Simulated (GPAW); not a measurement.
# TaN (Fm-3m) in GPAW: a series of runs

Runs on TaN. Level: PBE. Tasks: single point.

All numbers are computed with GPAW 26.7.0; they aren't measurements. Logs are shortened: lines on timing, memory, paths and dates and some standing lists are left out, and cuts for length are marked. The log counts tension as positive stress, the text compression.

**1. The crystal as given**

It takes space group Fm-3m (No. 225, cubic). Conventional cell: a = 4.423 Å, b = 4.423 Å, c = 4.423 Å, α = 90.00°, β = 90.00°, γ = 90.00°. Around Ta (site symmetry m-3m) lie 6 N at 2.21 Å. Around N (site symmetry m-3m) lie 6 Ta at 2.21 Å.

The cell comes from a database or a generator and needn't be the stable form of this composition.

**2. Single point, PBE**

Input file run.py:

```python
from ase.dft.bandgap import bandgap
from ase.io import read, write
from ase.units import GPa
from gpaw import GPAW, PW

atoms = read('TaN.xyz')

calc = GPAW(mode=PW(800),
            xc='PBE',
            kpts={'size': (10, 10, 10), 'gamma': True},
            occupations={'name': 'methfessel-paxton', 'order': 0, 'width': 0.022},
            nbands=19,
            convergence={'density': 1e-05, 'energy': 1e-05},
            maxiter=150,
            txt='gpaw.txt')
atoms.calc = calc
energy = atoms.get_potential_energy()
forces = atoms.get_forces()
stress = atoms.get_stress()
calc.write('gs.gpw')
write('result.traj', atoms)
print(f'Energy: {energy:.6f} eV')
print('Forces (eV/A):')
print(forces.round(4))
print('Stress (GPa):', (stress / GPa).round(3))
print('Fermi level:', round(calc.get_fermi_level(), 4), 'eV')
print(f'Gap: {bandgap(calc)[0]:.4f} eV, direct: {bandgap(calc, direct=True)[0]:.4f} eV')
```

Input file TaN.xyz:

```xyz
2
Lattice="0.0000000000 2.2113230000 2.2113230000 2.2113230000 0.0000000000 2.2113230000 2.2113230000 2.2113230000 0.0000000000" Properties=species:S:1:pos:R:3 pbc="T T T"
Ta     2.2113230000      2.2113230000      2.2113230000
N      0.0000000000      0.0000000000      0.0000000000
```

Potentials or basis: GPAW PAW data sets (gpaw-data 1.2.1), pw.

Command:

```console
> OMP_NUM_THREADS=1 python run.py
```

gpaw.txt:

```text
__  _  _
 | _ |_)|_||  |
 |__||  | ||/\| - 26.7.0

Input parameters:
  mode=PW(ecut=800.0),
  convergence={'density': 1e-05, 'energy': 1e-05},
  kpts=MonkhorstPack(size=(10, 10, 10), gamma=True),
  maxiter=150,
  nbands=19,
  occupations=Occupations(name='methfessel-paxton', order=0, width=0.022),
  xc=XC(name='PBE')

Diagonalizing LCAO Hamiltonian
Converting LCAO to pw mode

              Ta

       N

Atoms  # Å, Bohr magnetons
|   | symbol |        x |        y |        z |    initial magnetic moments |
|---|--------|----------|----------|----------|-----------------------------|
| 0 |     Ta | 2.211323 | 2.211323 | 2.211323 | ( 0.0000,  0.0000,  0.0000) |
| 1 |      N | 0.000000 | 0.000000 | 0.000000 | ( 0.0000,  0.0000,  0.0000) |

Unit cell  # Å
| periodic |        x |        y |        z |  lengths |    angles |
|----------|----------|----------|----------|----------|-----------|
|      yes | 0.000000 | 2.211323 | 2.211323 | 3.127283 | 60.000000 |
|      yes | 2.211323 | 0.000000 | 2.211323 | 3.127283 | 60.000000 |
|      yes | 2.211323 | 2.211323 | 0.000000 | 3.127283 | 60.000000 |

Number of symmetries: 48
Symmetry operations  # r_c * U_cc + t_c -> r_c
|    | kind |            matrix            |
|----|------|------------------------------|
|  0 |  σ   |  1, 0, 0,  1, 0,-1,  1,-1, 0 |
|  1 |  C2  |  1, 0, 0,  1,-1, 0,  1, 0,-1 |
|  2 |  E   |  1, 0, 0,  0, 1, 0,  0, 0, 1 |
|  3 |  σ   |  1, 0, 0,  0, 0, 1,  0, 1, 0 |
|  4 |  C4  |  1, 0,-1,  1, 0, 0,  1,-1, 0 |
|  5 |  S6  |  1, 0,-1,  1,-1, 0,  1, 0, 0 |
|  6 |  σ   |  1, 0,-1,  0, 1,-1,  0, 0,-1 |
|  7 |  C3  |  1, 0,-1,  0, 0,-1,  0, 1,-1 |
|  8 |  S6  |  1,-1, 0,  1, 0, 0,  1, 0,-1 |
|  9 |  C4  |  1,-1, 0,  1, 0,-1,  1, 0, 0 |
| 10 |  C3  |  1,-1, 0,  0,-1, 1,  0,-1, 0 |
| 11 |  σ   |  1,-1, 0,  0,-1, 0,  0,-1, 1 |
| 12 |  σ   |  0, 1, 0,  1, 0, 0,  0, 0, 1 |
| 13 |  C4  |  0, 1, 0,  0, 1,-1, -1, 1, 0 |
| 14 |  C3  |  0, 1, 0,  0, 0, 1,  1, 0, 0 |
| 15 |  S6  |  0, 1, 0, -1, 1, 0,  0, 1,-1 |
| 16 |  C2  |  0, 1,-1,  1, 0,-1,  0, 0,-1 |
| 17 |  σ   |  0, 1,-1,  0, 1, 0, -1, 1, 0 |
| 18 |  S4  |  0, 1,-1,  0, 0,-1,  1, 0,-1 |
| 19 |  C4  |  0, 1,-1, -1, 1, 0,  0, 1, 0 |
| 20 |  C3  |  0, 0, 1,  1, 0, 0,  0, 1, 0 |
| 21 |  σ   |  0, 0, 1,  0, 1, 0,  1, 0, 0 |
| 22 |  S6  |  0, 0, 1,  0,-1, 1, -1, 0, 1 |
| 23 |  C4  |  0, 0, 1, -1, 0, 1,  0,-1, 1 |
| 24 |  S4  |  0, 0,-1,  1, 0,-1,  0, 1,-1 |
| 25 |  C3  |  0, 0,-1,  0, 1,-1,  1, 0,-1 |
| 26 |  C2  |  0, 0,-1,  0,-1, 0, -1, 0, 0 |
| 27 |  S6  |  0, 0,-1, -1, 0, 0,  0,-1, 0 |
| 28 |  S4  |  0,-1, 1,  1,-1, 0,  0,-1, 0 |
| 29 |  C4  |  0,-1, 1,  0, 0, 1, -1, 0, 1 |
| 30 |  C2  |  0,-1, 1,  0,-1, 0,  1,-1, 0 |
| 31 |  σ   |  0,-1, 1, -1, 0, 1,  0, 0, 1 |
| 32 |  C3  |  0,-1, 0,  1,-1, 0,  0,-1, 1 |
| 33 |  S6  |  0,-1, 0,  0, 0,-1, -1, 0, 0 |
| 34 |  S4  |  0,-1, 0,  0,-1, 1,  1,-1, 0 |
| 35 |  C2  |  0,-1, 0, -1, 0, 0,  0, 0,-1 |
| 36 |  C2  | -1, 1, 0,  0, 1, 0,  0, 1,-1 |
| 37 |  S6  | -1, 1, 0,  0, 1,-1,  0, 1, 0 |
| 38 |  S4  | -1, 1, 0, -1, 0, 1, -1, 0, 0 |
| 39 |  C3  | -1, 1, 0, -1, 0, 0, -1, 0, 1 |
| 40 |  S6  | -1, 0, 1,  0, 0, 1,  0,-1, 1 |
| 41 |  C2  | -1, 0, 1,  0,-1, 1,  0, 0, 1 |
| 42 |  C3  | -1, 0, 1, -1, 1, 0, -1, 0, 0 |
| 43 |  S4  | -1, 0, 1, -1, 0, 0, -1, 1, 0 |
| 44 |  C2  | -1, 0, 0,  0, 0,-1,  0,-1, 0 |
| 45 |  i   | -1, 0, 0,  0,-1, 0,  0, 0,-1 |
| 46 |  σ   | -1, 0, 0, -1, 1, 0, -1, 0, 1 |
| 47 |  C2  | -1, 0, 0, -1, 0, 1, -1, 1, 0 |

BZ-sampling:
  Number of BZ points: 1000
  Number of IBZ points: 47

  Monkhorst-Pack size: [10, 10, 10]
  Monkhorst-Pack shift: [0.05, 0.05, 0.05]

K-points  # in reciprocal-cell coordinates
|     |                                coordinates |     weight |
|-----|--------------------------------------------|------------|
|   0 | (  0.00000000,   0.00000000,   0.00000000) | 0.00100000 |
|   1 | (  0.10000000,   0.10000000,   0.00000000) | 0.00600000 |
|   2 | (  0.10000000,   0.10000000,   0.10000000) | 0.00800000 |
|   3 | (  0.20000000,   0.10000000,   0.10000000) | 0.01200000 |
|   4 | (  0.20000000,   0.20000000,   0.00000000) | 0.00600000 |
|   5 | (  0.20000000,   0.20000000,   0.10000000) | 0.02400000 |
|   6 | (  0.20000000,   0.20000000,   0.20000000) | 0.00800000 |
|   7 | (  0.30000000,   0.20000000,   0.10000000) | 0.02400000 |
|   8 | (  0.30000000,   0.20000000,   0.20000000) | 0.02400000 |
|   9 | (  0.30000000,   0.30000000,   0.00000000) | 0.00600000 |
| ... |                                            |            |
|  46 | (  0.50000000,   0.50000000,   0.50000000) | 0.00400000 |

Plane wave coefficients: 1139
Cutoff: 800.0 eV

Spin-components: 1 (collinear spins)
Bands:           19
Projectors:      11
Spin-degeneracy: 2
Datatype:        complex128

Parallelization:
  kpt:    1
  domain: 1
  band:   1

Density:
  Valence electrons: 18.0
  Components: 1
  Grid points: [21 21 21]
  Charge: 0.0  # |e|

Potential:
  Grid points: [21 21 21]

species:
  Ta:
    name:    Tantalum
    Z:       73.0
    valence: 13
    core:    60
    charge:  0.0  # [|e|]
    compensation charges:
      type: gauss
      rc: 0.42  # [Å]
      lmax: 2
    cutoffs:
      filter: 2.36  # [Å]
      core: 3.45  # [Å]
    projectors
    | kind |    occ | energy [eV] | rcut [Å] |
    |------|--------|-------------|----------|
    |   5s |  2.000 |     -72.790 |    1.365 |
    |   6s |  2.000 |      -5.429 |    1.365 |
    |   5p |  6.000 |     -39.427 |    1.349 |
    |   6p |  0.000 |      -1.396 |    1.349 |
    |   5d |  3.000 |      -3.603 |    1.307 |
    |    d |        |      23.609 |    1.307 |

    Using partial waves for Ta as LCAO basis

  N:
    name:    Nitrogen
    Z:       7.0
    valence: 5
    core:    2
    charge:  0.0  # [|e|]
    compensation charges:
      type: gauss
      rc: 0.18  # [Å]
      lmax: 2
    cutoffs:
      filter: 1.11  # [Å]
      core: 0.96  # [Å]
    projectors
    | kind |    occ | energy [eV] | rcut [Å] |
    |------|--------|-------------|----------|
    |   2s |  2.000 |     -18.583 |    0.603 |
    |   2p |  3.000 |      -7.089 |    0.529 |
    |    s |        |       8.629 |    0.603 |
    |    p |        |      20.123 |    0.529 |
    |    d |        |       0.000 |    0.577 |

    Using partial waves for N as LCAO basis

Reference energy: -425654.162905  # eV

eigensolver:
  PPCG
  Converge bands: occupied
  niter=2

density mixing:
  MSR1-Mixer
  Pratt-step length: 0.05
  Maximum mixing coefficient: 0.75
  Old densities: 10
  SVD Regularization: 0.005
  Good broyden scale: 1.0
  Trust region scale: 1.0
  Backstep threshold: 4.0
  History deletion threshold: 6.0
  Fourier metric: weight=20.0, sigma=0.015

occupation numbers:
  Methfessel-Paxton:
    width: 0.0220  # eV
    order: 0

poisson solver:
  ecut: 6400.0  # eV

xc functional:
  name: PBE with 2 nearest neighbor stencil

convergence criteria:
- Maximum integral of absolute [dens]ity change: 1e-05 electrons / valence electron
- Maximum [total energy] change in last 3 cyles: 1e-05 eV / valence electron
- Maximum integral of absolute [eigenst]ate change: 4e-08 eV^2 / valence electron
maximum number of iterations: 150

SCF iterations
|iter     | |      energy | eigst |  dens |
|---------|-|-------------|-------|-------|
|iter:   1| |  -21.705717 | +0.24 |       |
|iter:   2| |  -21.182104 | -2.45 | -0.95 |
|iter:   3| |  -19.984483 | -1.55 | -1.01 |
|iter:   4| |  -19.991474 | -3.26 | -1.70 |
|iter:   5| |  -19.998854 | -3.42 | -1.91 |
|iter:   6| |  -19.998811 | -5.27 | -2.97 |
|iter:   7| |  -19.998819c| -6.91 | -3.63 |
|iter:   8| |  -19.998820c| -7.46c| -4.15 |
|iter:   9| |  -19.998820c| -8.77c| -5.24c|

Converged in 9 steps
Energy contributions relative to reference atoms: (reference = -425654.162905)

Energy contributions:
  Kinetic:          14.927205
  Coulomb:         -15.783166
  Zero:             -0.063875
  External:          0.000000
  Xc:              -19.078721
  Entropy:          -0.000523
  Spinorbit:         0.000000
  ----------------------------
  Free energy:     -19.999081
  Extrapolated:    -19.998820

dipole moment: (-10.973152, -10.973152, -10.973152)  # |e|*Ang

Fermi level: 15.315
Eigenvalues  # (at kpt = [0.000, 0.000, 0.000])
| band index |      eig [eV] | occ [0-2] |
|------------|---------------|-----------|
|          0 |       -54.135 |     2.000 |
|        ... |               |           |
|          3 |       -20.581 |     2.000 |
|          4 |        -3.395 |     2.000 |
|          5 |        11.493 |     2.000 |
|          6 |        11.493 |     2.000 |
|          7 |        11.493 |     2.000 |
|          8 |        13.213 |     2.000 |
|          9 |        13.213 |     2.000 |
|         10 |        13.213 |     2.000 |
|         11 |        15.328 |     0.400 |
|         12 |        15.328 |     0.400 |
|         13 |        16.679 |     0.000 |
|         14 |        24.546 |     0.000 |
|         15 |        38.962 |     0.000 |
|         16 |        38.962 |     0.000 |
|         17 |        38.962 |     0.000 |
|         18 |        41.400 |     0.000 |

No gap
No difference between direct/indirect transitions

Forces  # eV/Ang
|       x |       y |        z |
|---------|---------|----------|
| 0.00000 | 0.00000 |  0.00000 |  # Ta   0
| 0.00000 | 0.00000 | -0.00000 |  # N    1

Stress tensor  # eV/Ang^3
|         x |         y |         z |
|-----------|-----------|-----------|
|  0.009879 |  0.000000 | -0.000000 |
|  0.000000 |  0.009879 | -0.000000 |
| -0.000000 | -0.000000 |  0.009879 |

# Writing to gs.gpw (mode='')
```

It took 26 s on 1 thread of Arm Neoverse V1, shared host; peak memory 0.16 GiB.

Results:

| Item | Value |
| --- | --- |
| Free energy | -19.9991 eV |
| Pressure | -1.6 GPa |
| Band gap on the k mesh | none (metal or under the smearing width) |

The run has no spin-orbit coupling, so splittings on Ta are missing.

**3. Single point, PBE**

Changes to run.py since step 2:

```diff
@@ -10,3 +10,3 @@
             kpts={'size': (10, 10, 10), 'gamma': True},
-            occupations={'name': 'methfessel-paxton', 'order': 0, 'width': 0.022},
+            occupations={'name': 'methfessel-paxton', 'order': 0, 'width': 0.023},
             nbands=19,
```

TaN.xyz is that of step 2.

Potentials or basis: GPAW PAW data sets (gpaw-data 1.2.1), pw.

Command:

```console
> OMP_NUM_THREADS=1 python run.py
```

Wall time 24 s (1 thread of Arm Neoverse V1, shared host); peak memory 0.16 GiB.

It converged, with:

| Property | Result |
| --- | --- |
| Free energy | -19.9991 eV |
| Pressure | -1.6 GPa |
| Band gap on the k mesh | none (metal or under the smearing width) |

Levels at points of the mesh, in eV from the Fermi level:
```csv
k point,band 5,band 6,band 7,band 8,band 9,band 10,band 11,band 12,band 13,band 14
"(0.00, 0.00, 0.00)",-18.71,-3.82,-3.82,-3.82,-2.10,-2.10,-2.10,0.01,0.01,1.36
"(0.50, 0.50, 0.00)",-17.47,-6.65,-5.38,-4.64,-4.64,2.00,3.38,3.38,4.30,6.64
"(0.50, 0.50, 0.50)",-15.83,-10.24,-7.47,-7.47,1.79,1.79,1.89,3.69,7.28,7.28
```

Spin-orbit coupling is left out, which matters for the levels of Ta.
